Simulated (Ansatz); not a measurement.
# Electrons against holes in BeTe (computed with Ansatz 0.2.0)

Space group F-43m (No. 216), 2 atoms in the cell of the first input below: a = 3.917 Å, b = 3.917 Å, c = 3.917 Å, α = 60.00°, β = 60.00°, γ = 60.00°.

The structure is a measured one, not always of the ambient phase, taken without relaxation (pressure 2.2 GPa with this functional, without spin–orbit coupling). Functional: PBEsol.

Spin–orbit coupling is included. Kohn–Sham gap between the band edges found on a fine mesh: 1.45 eV.

Masses are left out for all bands: spin–orbit coupling without inversion adds terms linear in k.

The states of the whole zone with their velocity products:

```yaml
crystal:
  lattice:
    - [0.0, 2.7700007385, 2.7700007385]
    - [2.7700007385, 0.0, 2.7700007385]
    - [2.7700007385, 2.7700007385, 0.0]
  atoms:
    - { symbol: Be, position: [0.0, 0.0, 0.0] }
    - { symbol: Te, position: [0.75, 0.75, 0.75] }
basis:
  ecutwfc: 420
  ecutrho_ratio: 4
kpoints:
  mp_grid: { grid: [8, 8, 8] }
hamiltonian:
  xc: pbesol
scf:
  occupations: { method: gaussian, width: 0.05 }
output:
  forces: true
  stress: true
  eigenvalues: true
  populations: true
  states_by_energy: { minimum_broadening: 0.05 }
magnetization:
  noncollinear: true
  spin_orbit: true
```

```bash
ansatz run input.yaml --threads 4 --pin off --max-ram 9216MiB --backend cpu --events-out ev --progress --plain --runs-dir out
```

Time: 2.8 min on 4 threads of Arm Neoverse V2, on a shared host, peak memory 1.1 GiB.

From that table, at a constant relaxation time τ with Fermi–Dirac weights and rigid bands:

```tsv
T (K)	doping (cm⁻³)	μ − E_F (eV)	σ_xx/τ (10²⁰/Ω m s)	S_xx (μV/K)	Lorenz (10⁻⁸ V²/K²)	ħω_p,xx (eV)
600	n 1e19	0.630	0.00751	-376	1.86	0.192
600	p 1e19	-0.662	0.00703	330	1.91	0.185
600	n 1e20	0.773	0.0732	-189	1.97	0.599
600	p 1e20	-0.819	0.0664	153	2.07	0.570
600	n 1e21	1.064	0.627	-64	2.35	1.752
600	p 1e21	-1.163	0.516	53	2.37	1.589
900	n 1e19	0.531	0.00714	-433	1.91	0.187
900	p 1e19	-0.574	0.00655	390	1.95	0.179
900	n 1e20	0.727	0.0701	-242	1.97	0.586
900	p 1e20	-0.781	0.0629	204	2.03	0.555
900	n 1e21	1.049	0.62	-95	2.30	1.742
900	p 1e21	-1.149	0.507	79	2.31	1.576
```

**Question.** Which of the dopings listed at 600 K has the largest power factor S²σ/τ along x?

**Answer.** n 1e19: 1.1, p 1e19: 0.76, n 1e20: 2.6, p 1e20: 1.6, n 1e21: 2.6, p 1e21: 1.4 (10¹¹ W/m K² s), so a tie between n 1e20 and n 1e21 cm⁻³, if τ is the same for all.

Caveats: melting, decomposition and changes of phase at these temperatures weren't checked; no scattering is computed, and the gap isn't corrected.

Electrons give both a larger |S| and a larger σ/τ than holes at every listed doping and temperature. The likely reason is valley degeneracy: the conduction minima of zinc-blende BeTe lie at or near X, so several equivalent pockets share the carriers. This keeps the chemical potential low relative to the band edge, while the light transverse masses sustain the conductivity. Holes instead collect in the Te 5p bands at Γ, where spin–orbit coupling lowers the split-off band and the heavy branch limits the mean velocity.

With doping, |S| falls and the Lorenz number climbs towards the degenerate metallic limit. The tied n-type power factors suggest an optimum between those two concentrations. The gap of 1.45 eV is well below the known one, as expected of a semilocal functional that lacks the derivative discontinuity, but minority carriers should matter little even so. The energy broadening is comparable to the thermal energy at 600 K, so the values at the lightest doping, which depend most on the band edges, are the least secure.
